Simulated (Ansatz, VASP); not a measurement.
**One calculation of MgO, two programs**

```
Mg O
1.0
     0.00000    2.28201    2.33997
     2.28201    0.00000    2.33997
     2.28201    2.28201    0.00000
Mg O
1 1
Cartesian
  0.0000 0.0000 0.0000
  1.1410 1.1410 1.1700
```

Change from the starting cell: uniaxial_z strain +2.5%.

Alike in both runs: task single point; functional r2SCAN; k mesh 10 × 10 × 10; no spin polarisation.

```csv
,VASP,Ansatz
version,VASP 6.6.1,Ansatz 0.2.0
potentials or method,"VASP PAW PBE potentials, release 64 (Mg, O)","plane waves, PAW"
plane-wave cutoff (eV),520,500
occupations,"gaussian, width 0.01 eV",fixed
valence electrons in the cell,8,16
```

|  | VASP | Ansatz | Ansatz less VASP |
| --- | --- | --- | --- |
| gap on the k mesh at the Fermi level (eV) | 4.15 | 4.16 | +0.014 |
| pressure (GPa) | -3.6 | -3.0 | +0.60 |
| largest component of the traceless stress (GPa) | 0.90 | 0.89 | -0.007 |

The two sets of potentials don't hold the same shells in valence.

Caveats: the PAW data sets were made with another functional, which shifts forces and pressure a little (VASP).
